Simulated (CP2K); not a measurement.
Runs of CP2K 2026.2 on MgS (Niningerite). Symmetry: Fm-3m, No. 225, cubic system. Conventional cell: a = 5.203 Å, b = 5.203 Å, c = 5.203 Å, α = 90.00°, β = 90.00°, γ = 90.00°. S (site symmetry m-3m) has 6 Mg at 2.60 Å as nearest neighbours. Mg (site symmetry m-3m) has 6 S at 2.60 Å as nearest neighbours. 

| task | level | smearing | NGRIDS | D3 from the s-dftd3 library (D3_REFERENCE_CODE) | points a segment of the path (NPOINTS) | bands added on the path | cutoff radius of the dispersion sum (A) | gap on the mesh (eV) | pressure (GPa) |
| --- | --- | --- | --- | --- | --- | --- | --- | --- | --- |
| single point | PBEsol | gaussian 0.02 eV | 4 | - | - | - | - | 2.73 | 1.1 |
| band structure | RPBE+D3(BJ) | gaussian 0.1 eV | 5 | yes | 6 | 4 | 20 | 3.03 | (b) |
| single point | PBE | gaussian 0.02 eV | 5 | - | - | - | - | 2.85 | (a) |
| band structure | revPBE | fermi-dirac 0.05 eV | 5 | - | 10 | 2 | - | (c) | 4.2 |
| band structure | PBEsol+D3(BJ) | gaussian 0.1 eV | 5 | - | 8 | 2 | 20 | 2.73 | -1.7 |
| single point | RPBE | gaussian 0.1 eV | 5 | - | - | - | - | 3.03 | 4.6 |

Alike in all rows: potentials or basis POTENTIAL_UZH S GTH-PBE-q6, Mg GTH-PBE-q10; TZVP-MOLOPT-PBE-GTH basis; no spin polarisation; cell as given; k mesh 9 × 9 × 9.

**Question.** Estimate the missing entries.

**Answer.** (a) 2.7; (b) -12.0; (c) 3.00.

Caveats: the basis of atomic orbitals isn't converged, which shifts pressures, moduli and gaps; the potentials were made for another functional, which shifts forces and pressure (some runs); an odd mesh through Γ misses points on the zone boundary, where band edges often lie (some runs); the mesh misses the band edges, which the band path finds closer together (some runs).
